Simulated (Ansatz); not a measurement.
**CoO: do energies and stresses tell the same story?**

Level of theory: Ansatz 0.2.0, DFT PBE, scalar-relativistic, plane waves, PAW.

Plane waves to 420 eV, a k mesh through Γ of 18×18×18 on the computed 2-atom cell and Gaussian smearing (0.10 eV); collinear spin from starting moments 2.7 0.34 μB.

Relaxed cell: R-3m, a = 3.091 Å, b = 3.091 Å, c = 6.895 Å, α = 90.00°, β = 90.00°, γ = 120.00°, 2 atoms in the primitive cell. This form isn't the usual stable structure of the compound.

Energies at zero smearing and pressures from the stress tensor, at volumes with shape and atoms relaxed:
```json
{"V (Å³/atom)": "8.937", "E − E(first) (meV/atom)": "0.00", "P (GPa)": "10.52"}
{"V (Å³/atom)": "9.222", "E − E(first) (meV/atom)": "-13.63", "P (GPa)": "4.95"}
{"V (Å³/atom)": "9.507", "E − E(first) (meV/atom)": "-17.76", "P (GPa)": "0.00"}
{"V (Å³/atom)": "9.792", "E − E(first) (meV/atom)": "-13.71", "P (GPa)": "-4.41"}
{"V (Å³/atom)": "10.078", "E − E(first) (meV/atom)": "-2.07", "P (GPa)": "-8.54"}
```

Check P = −dE/dV between neighbouring volumes, and get the bulk modulus from the pressures alone.

With 1 eV/Å³ = 160.2 GPa:
```
middle V (Å³/atom)  −ΔE/ΔV (GPa) mean P (GPa)
             9.079         7.654         7.735
             9.365         2.320         2.475
             9.650        -2.273        -2.201
             9.935        -6.537        -6.473
```

The two differ by 0.15 GPa at most. The mean of two end pressures misses the average over a step by about ΔV² P″/12, up to 0.05 GPa here; with that taken off 0.10 GPa remains. The stress is the derivative of the free energy, not of the energy at zero smearing, and with free energies 0.03 GPa remains. The largest site moment goes from 2.29 to 2.54 μB along the series, which bends P(V). Around V = 9.507 Å³/atom, the two neighbours give B = −V ΔP/ΔV = 9.507 × 9.35 / 0.570 = 155.9 GPa, against B0 = 156.5 GPa from the Birch–Murnaghan fit of the energies.

The cell holds one magnetic atom, so it can only be ferromagnetic; an antiferromagnetic order may lie lower.

Only this magnetic start was tried.